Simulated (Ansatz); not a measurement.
**HfO2: response to a shear that moves c along a**

One table from this session's results is given with a row withheld; the runs are named, their logs left out.

Method: DFT r2SCAN, scalar-relativistic, plane waves, PAW, in Ansatz 0.2.0.

2 further runs of the same task are left out: 2 set aside as unsound or not needed.

### The starting structure

The structure is tetragonal, space group P4_2/mnm (No. 136). The conventional cell has a = 4.838 Å, b = 4.838 Å, c = 3.220 Å, α = 90.00°, β = 90.00°, γ = 90.00°. Around Hf (site symmetry mmm) lie 6 O at 2.09 Å. O (site symmetry m2m) is surrounded by 3 Hf at 2.09 Å.

As a file:

```
CELL_PARAMETERS angstrom
4.83820 0.00000 0.00000
0.00000 4.83820 0.00000
0.00000 0.00000 3.22035
ATOMIC_POSITIONS crystal
Hf 0.00000 0.00000 0.00000
Hf 0.50000 0.50000 0.50000
O 0.19492 0.80508 0.50000
O 0.30508 0.30508 0.00000
O 0.69492 0.69492 0.00000
O 0.80508 0.19492 0.50000
```

It goes back to an entry of the Materials Project, which need not be the stable form.

It is the result of an earlier relaxation at this level (volume 12.56 Å³/atom; gap on the mesh: 4.53 eV).

The first run:

The input, input.yaml:

```yaml
crystal:
  lattice:
    - [4.838203634, 0.0, 0.0]
    - [0.0, 4.838203634, 0.0]
    - [0.0, 0.0, 3.2203479163]
  atoms:
    - { symbol: Hf, position: [0.0, 0.0, 0.0] }
    - { symbol: Hf, position: [0.5, 0.5, 0.5] }
    - { symbol: O, position: [0.1949191829, 0.8050808171, 0.5] }
    - { symbol: O, position: [0.3050808171, 0.3050808171, 0.0] }
    - { symbol: O, position: [0.6949191829, 0.6949191829, 0.0] }
    - { symbol: O, position: [0.8050808171, 0.1949191829, 0.5] }
basis:
  ecutwfc: 500
kpoints:
  mp_grid: { grid: [6, 6, 8] }
hamiltonian:
  xc: r2scan
scf:
  occupations: { method: gaussian, width: 0.02 }
output:
  forces: true
  stress: true
  eigenvalues: true
```

On the command line:

```console
$ ansatz run input.yaml --threads 1 --pin off --max-ram 2560MiB --backend cpu --events-out ev --progress --plain --runs-dir out
```

Steps of the session up to this table: Zero strain; Seeking the band edges; Strain +2.0 %; Seeking the band edges at +2.0 %; The cell strained by +4.0 %; Seeking the band edges at +4.0 %; At +6.0 %; Band edges over the zone at +6.0 %; At +8.0 %; Band edges over the zone at +8.0 %; At +12.0 %; Band edges over the zone at +12.0 %.

One table of the session follows, with a row left open; its other results are not shown here.

Lengths are those of the vectors of the cell that was run; stresses in GPa:

| strain (%) | ΔE (meV/atom) | c (Å) |
| --- | --- | --- |
| +0.0 | 0.0 | 3.220 |
| +2.0 | ? | ? |
| +4.0 | 6.9 | 3.223 |
| +6.0 | 15.5 | 3.226 |
| +8.0 | 27.5 | 3.231 |
| +12.0 | 62.1 | 3.243 |

Q: Estimate the row for strain (%) = +2.0 from the others.

Worked estimate for «ΔE (meV/atom)». A straight line through the neighbours (0.0, 0.0) and (4.0, 6.9) gives 0.0 + (6.9 − 0.0) × (2.0 − 0.0) / (4.0 − 0.0) = 3.5; a parabola fitted to 3 rows on both sides gives 1.7.

**Answer.** ΔE (meV/atom): 1.7; c (Å): 3.221. In «ΔE (meV/atom)» the line misses by +1.8 and the parabola by 0.0.

ΔE is over the unstrained cell. Stress in GPa, positive in compression, on the Cartesian axes of the input.

Caveats from the session: Warnings in the runs' records: stress scf threshold loose.
